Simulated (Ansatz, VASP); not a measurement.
Mo: VASP beside Ansatz

File INCAR:

```
PREC = Accurate
ENCUT = 520
EDIFF = 1E-7
ISMEAR = 0
SIGMA = 0.15
LREAL = F
LASPH = T
NELM = 80
ALGO = Normal
ISIF = 2
LWAVE = F
LCHARG = F
GGA = PE
NBANDS = 13
```

Contents of KPOINTS:

```
Automatic mesh
0
Gamma
  20 20 20
```

Contents of POSCAR:

```
Mo
1.0
    0.0000000000      2.0010280217      1.8509509201
    2.0010280217      0.0000000000      1.8509509201
    2.0010280217      2.0010280217      0.0000000000
Mo
1
Direct
    0.0000000000      0.0000000000      0.0000000000
```

Input for Ansatz:

```yaml
crystal:
  lattice:
    - [0.0, 2.0010280217, 1.8509509201]
    - [2.0010280217, 0.0, 1.8509509201]
    - [2.0010280217, 2.0010280217, 0.0]
  atoms:
    - { symbol: Mo, position: [0.0, 0.0, 0.0] }
basis:
  ecutwfc: 420
kpoints:
  mp_grid: { grid: [20, 20, 20] }
hamiltonian:
  xc: pbe
scf:
  occupations: { method: gaussian, width: 0.15 }
output:
  forces: true
  stress: true
  eigenvalues: true
```

Change from the starting cell: engineering shear strain xz +0.0000, normal strain along z -0.0750.

Alike in both runs: task single point; functional PBE; k mesh 20 × 20 × 20; occupations gaussian, width 0.15 eV; no spin polarisation.

```csv
,VASP,Ansatz
version,VASP 6.6.1,Ansatz 0.2.0
potentials or method,"VASP PAW PBE potentials, release 64 (Mo_sv)","scalar-relativistic, plane waves, PAW"
plane-wave cutoff (eV),520,420
valence electrons in the cell,14,14
```

Ansatz gave:

```
gap on the k mesh at the Fermi level (eV)       : none
pressure (GPa)                                  : 22.1
largest component of the traceless stress (GPa) : 11.25
```

Estimate VASP's values.

gap on the k mesh at the Fermi level (eV): none; pressure (GPa): 22.8; largest component of the traceless stress (GPa): 11.23.

A gap of «none» marks a metal or a gap that the smearing closes. The functional is the same, so the differences come from potentials, cutoffs and numerics.

Caveats: so large a pressure means that the cell lies far from this level's equilibrium, or that cutoff or potentials fall short (VASP).
